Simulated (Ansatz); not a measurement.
This LiCl structure is the end of a relaxation. The cell was found from a structure generator's guess, not taken from experiment.

These are results of Ansatz 0.2.0, DFT PBE, scalar-relativistic, plane waves, PAW, not measurements. Cutoff 420 eV, Γ-centred mesh, Gaussian smearing, no spin polarisation.

```xyz
4
Lattice="2.0206 1.1666 7.1221 -2.0206 1.1666 7.1221 0.0000 -2.3331 7.1221" Properties=species:S:1:pos:R:3 pbc="T T T"
Li    0.0000    0.0000   18.8707
Li    0.0000    0.0000    2.4956
Cl    0.0000    0.0000    4.9773
Cl    0.0000    0.0000   16.3889
```

Energies over the elements count from the elements' standard structures at the same level (Cl₂ as a molecule), with no fitted energy shifts.

Problem. Find its symmetry and describe it.

Solution. R-3m (No. 166). Conventional cell: a = 4.041 Å, c = 21.366 Å. Li has 4 Cl at 2.36–2.48 Å; Cl is surrounded by 4 Li at 2.36–2.48 Å.

Problem. How far does it lie from the elements in energy?

Solution. −1.840 eV/atom. It lies below the elements, which doesn't yet make it stable against other compounds or structures.

Problem. Is it a metal?

Solution. No, the gap on the 6×6×6 mesh is 5.75 eV.

Problem. From what recipe could a structure generator have reached it?

Solution. One such recipe: ordered vacancies on the cation sites of antifluorite (R-3m, No. 166). Other recipes can lead to the same cell.

The last run used a 6×6×6 mesh for its 4-atom cell and Gaussian smearing of 0.02 eV. No dispersion correction is applied, so the spacing and binding between layers, chains or molecules are poorly described. Kohn–Sham gaps at this level usually fall short of measured ones. Symmetry constrained the relaxation, so the result can be a saddle point.
